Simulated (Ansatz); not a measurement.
I:

```
I
1.0
     3.63503   -2.39502    0.00000
     3.63503    2.39502    0.00000
     0.00000    0.00000    9.79344
I
4
Direct
  0.64930 0.35070 0.38440
  0.14930 0.85070 0.11560
  0.35070 0.64930 0.61560
  0.85070 0.14930 0.88440
```

Base run:

| Quantity | Value |
| --- | --- |
| Program | Ansatz 0.2.0 |
| Functional | PBEsol |
| Potentials or basis | all-electron LAPW, non-relativistic |
| Cutoff | 252 eV |
| Density cutoff | 1008 eV |
| Basis error allowed | 0.002 eV/atom |
| k mesh | 7 × 7 × 3 |
| Occupations | fermi-dirac, width 0.05 eV |
| Spin | no spin polarisation |

Its results: band gap on the k mesh 1.45 eV, indirect (least direct gap 1.59 eV); pressure 0.6 GPa; largest force 0.735 eV/Å.

Task: The run is repeated on the same cell with these changes: potentials or basis from all-electron LAPW, non-relativistic to all-electron LAPW, inner shells corrected to Dirac's equation. What comes out?

Result: Band gap on the k mesh 1.29 eV, indirect (least direct gap 1.38 eV); pressure 0.1 GPa; largest force 0.760 eV/Å.

Caveats: spin-orbit coupling is left out, which moves the levels of the heavy elements; relativity is left out, which matters for the heavier elements (some runs).

A k mesh can miss the band edges.

Not every run made on this cell is shown here.
